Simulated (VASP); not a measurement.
Input:

```
AlLaO3
1.0
    3.81000     0.00000     0.00000
    0.00000     3.81000     0.00000
    0.00000     0.00000     3.81000
La Al O
1 1 3
Direct
  0.00000   0.00000   0.00000
  0.50000   0.50000   0.50000
  0.50000   0.00000   0.50000
  0.00000   0.50000   0.50000
  0.50000   0.50000   0.00000
```

Level of theory: PBE GGA, VASP's PBE PAW potentials (set 64) (plane waves; VASP). Run with 520 eV cut-off, 7×7×7 Γ-centred mesh, tetrahedra with Blöchl corrections, potentials La Al O.

The cores are frozen, which limits the accuracy of field gradients.

Question: Give the principal components of the electric field gradient (V/Å²) and the asymmetry η at each nucleus.

Answer: 
```tsv
atom	Vxx	Vyy	Vzz	η
La1	0.0	0.0	0.0	-
Al2	0.0	0.0	0.0	-
O3	-8.4	-8.4	16.7	0.00
O4	-8.4	-8.4	16.7	0.00
O5	-8.4	-8.4	16.7	0.00
```

The compound is LaAlO3 in the cubic perovskite structure, the ideal cubic form; the compound distorts at low or room temperature. The cell was not relaxed at this level.
